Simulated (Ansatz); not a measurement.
**Calculated field gradients at the nuclei for HfSiO₄**

The cell is a structure deposited in the COD, ions relaxed with PBE at fixed cell.

```
Hf Si O
1.0
    -3.28625    3.28625    2.98160
     3.28625   -3.28625    2.98160
     3.28625    3.28625   -2.98160
Hf Si O
2 2 8
Cartesian
  0.0000 3.2862 1.4908
  0.0000 0.0000 0.0000
  3.2862 0.0000 1.4908
  0.0000 0.0000 2.9816
  3.2863 2.0685 -1.0777
  4.5040 0.0000 0.4131
  0.0000 1.2177 1.9039
  2.0685 0.0000 0.4131
  3.2862 1.2177 2.5685
  1.2177 0.0000 4.0593
  3.2862 -1.2177 2.5685
  2.0685 3.2862 1.0777
```

Atoms are numbered from 1 in the order listed; like atoms form one site, named after its first atom.

Method: Kohn–Sham DFT in Ansatz, PBE, plane waves and PAW, with spin–orbit coupling, 420 eV cutoff, Γ-centred 7×7×7 k-points, Fermi–Dirac smearing 0.02 eV.

C_Q = eQV_zz/h, which is 24.18 MHz for Q = 1 b and V_zz = 10²¹ V/m²; η = (V_xx − V_yy)/V_zz. Directions are in the Cartesian axes of the cell vectors above, for the atom listed; none is given where the gradient is under 0.02 or η is above 0.95.

```json
{"site": "Hf", "first atom": "1", "first shell": "8 O at 2.11–2.26 Å", "V_zz (10²¹ V/m²)": "14.39", "η": "0.00", "direction of V_zz (x, y, z)": "0.00 0.00 1.00"}
{"site": "Si", "first atom": "3", "first shell": "4 O at 1.63 Å", "V_zz (10²¹ V/m²)": "-2.05", "η": "0.00", "direction of V_zz (x, y, z)": "0.00 0.00 1.00"}
{"site": "O", "first atom": "5", "first shell": "1 Si at 1.63 Å, 2 Hf at 2.11–2.26 Å", "V_zz (10²¹ V/m²)": "4.80", "η": "0.86", "direction of V_zz (x, y, z)": "0.00 0.73 0.68"}
```

An axis of threefold or higher order runs through Hf and Si, so V_zz lies along it and η is zero.

At this cell the PBE pressure is 7 GPa, so with PBE the cell would grow if it were relaxed.
